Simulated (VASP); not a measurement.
# A VASP 6.6.1 single-point calculation on KI

INCAR

```
NELM = 120
NBANDS = 15
LREAL = .FALSE.
GGA = PE
NSW = 0
IBRION = -1
PREC = Accurate
LASPH = .TRUE.
ISMEAR = -1
ISIF = 2
EDIFF = 1E-7
LWAVE = .FALSE.
SIGMA = 0.02
LCHARG = .FALSE.
ENCUT = 520
LMAXMIX = 4
```

KPOINTS

```
KPOINTS created by Atomic Simulation Environment
0
Gamma
6 6 6
0 0 0
```

POSCAR

```
K  I
 1.0000000000000000
     4.2910852517201423   -0.0000000000000000   -0.0000000000000000
    -0.0000000000000000    4.2910852517201423    0.0000000000000000
    -0.0000000000000000    0.0000000000000000    4.2910852517201423
 K   I
   1   1
Cartesian
  0.0000000000000000 -0.0000000000000000 -0.0000000000000000
  2.1455426258600712  2.1455426258600712  2.1455426258600712
```

The recommended PBE PAW datasets give the neutral cell 16 valence electrons.

Command

```
mpirun -np 1 vasp_std
```

Question: Predict the outcome of this run.

Answer: It converged. Results: gap between bands v and c on the k mesh 3.33 eV; least direct gap on the k mesh 3.69 eV; pressure 0.5 GPa. Band v is the last that the valence electrons fill when counted band by band, and c is the next.

OSZICAR

```
N       E                     dE             d eps       ncg     rms          rms(c)
DAV:   1     0.852765660934E+02    0.85277E+02   -0.65439E+03   600   0.917E+02
DAV:   2    -0.433951084687E+00   -0.85711E+02   -0.79923E+02   790   0.212E+02
DAV:   3    -0.534892818103E+01   -0.49150E+01   -0.48958E+01   884   0.438E+01
DAV:   4    -0.552731233180E+01   -0.17838E+00   -0.17836E+00   865   0.751E+00
DAV:   5    -0.552964928462E+01   -0.23370E-02   -0.23369E-02   912   0.856E-01    0.269E+00
DAV:   6    -0.543779252125E+01    0.91857E-01   -0.65778E-02   754   0.174E+00    0.193E+00
DAV:   7    -0.541816573805E+01    0.19627E-01   -0.89596E-02   803   0.173E+00    0.738E-01
DAV:   8    -0.542065091207E+01   -0.24852E-02   -0.13102E-02   644   0.759E-01    0.154E-01
DAV:   9    -0.542079339116E+01   -0.14248E-03   -0.59236E-04   866   0.163E-01    0.720E-02
DAV:  10    -0.542084747177E+01   -0.54081E-04   -0.90588E-05   713   0.612E-02    0.157E-02
DAV:  11    -0.542086358326E+01   -0.16111E-04   -0.25939E-05   712   0.331E-02    0.187E-02
DAV:  12    -0.542086317515E+01    0.40811E-06   -0.57141E-07   831   0.565E-03    0.126E-02
DAV:  13    -0.542086297228E+01    0.20286E-06   -0.30322E-07   754   0.305E-03    0.446E-03
DAV:  14    -0.542086287166E+01    0.10062E-06   -0.15192E-07   781   0.193E-03    0.981E-04
DAV:  15    -0.542086285811E+01    0.13554E-07   -0.11034E-08   496   0.676E-04
   1 F= -.54208629E+01 E0= -.54208629E+01  d E =-.381810E-12
```

Standard output (part)

```
POSCAR found type information on POSCAR K I
 POSCAR found :  2 types and       2 ions
 LDA part: xc-table for (Slater+PW92), standard interpolation
 POSCAR, INCAR and KPOINTS ok, starting setup
 WAVECAR not read
 entering main loop
```

For comparison, a separate PBE run of the intended cell, on usual settings and not on those above, gives a gap of 3.33 eV on its mesh and a pressure of 0.5 GPa.
